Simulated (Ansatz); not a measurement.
# AlNi: an elastic constant from a strain scan

These are results of DFT PBEsol, scalar-relativistic, plane waves, PAW in Ansatz 0.2.0, not measurements. Cutoff 420 eV, Γ-centred 20×20×20 k-points, Gaussian smearing of 0.15 eV. No spin polarisation. A magnetic state may lie lower. Energies are free energies at this smearing, counted from the undisturbed cell; pressure is positive in compression.

The undisturbed cell (relaxed at this level; it needn't be the usual structure):

```
Al Ni
1.0
     2.02133   -2.02135    0.00000
     2.02133    2.02135    0.00000
     0.00000    0.00000    2.86941
Al Ni
1 1
Direct
  0.00000 0.00000 0.00000
  0.50000 0.50000 0.50000
```

The cell is strained by ε times the Voigt pattern (1, 1, 0, 0, 0, 0) (xx, yy, zz, yz, xz, xy; engineering shear) with fractional coordinates fixed. The cell holds 2 atoms in V0 = 23.45 Å³. The stress column is τ = (1/V0) dE/dε, got from the stress tensor σ (compression positive) at each point as −det(1 + εP) σ : P(1 + εP)⁻¹, with P the pattern as a tensor.

| ε | ΔE (meV/atom) | τ (GPa) |
| --- | --- | --- |
| -0.0200 | 11.800 | -16.305 |
| -0.0150 | 6.617 | -12.058 |
| -0.0100 | 2.960 | -7.965 |
| -0.0050 | 0.773 | -4.023 |
| 0.0000 | 0.000 | -0.228 |
| 0.0050 | 0.590 | 3.424 |
| 0.0100 | 2.490 | 6.937 |
| 0.0150 | 5.651 | 10.314 |
| 0.0175 | 7.688 | 11.953 |
| 0.0200 | ? | ? |

**Question.** Which combination of elastic constants does this scan measure, and how large is it?

**Answer.** For small ε, τ = τ0 + Kε with K = pᵀCp, which for this pattern is C11 + C22 + 2 C12 in the Cartesian frame shown. The parabola through τ at ε = -0.0050, 0 and 0.0050 has slope K = 745 GPa at zero. The energies per cell, E = NΔE, of the same two points give K = 2[E(ε₊)/ε₊ − E(ε₋)/ε₋]/[(ε₊ − ε₋)V0] = 745 GPa, in agreement.

**Question.** Predict the withheld row at ε = 0.0200 from the harmonic law, and compare.

**Answer.** ΔE = V0(τ0 ε + Kε²/2)/N = 10.566 meV/atom and τ = 14.67 GPa. The calculation gives 10.023 meV/atom and 13.56 GPa: the energy lies 5 % below the harmonic value, as bonds soften when stretched.

In a metal these slopes depend on the k mesh and the smearing.

Cost: 10 runs of about 1.7 core-minutes in all, on Intel Xeon 6975P-C (Granite Rapids) (shared hosts).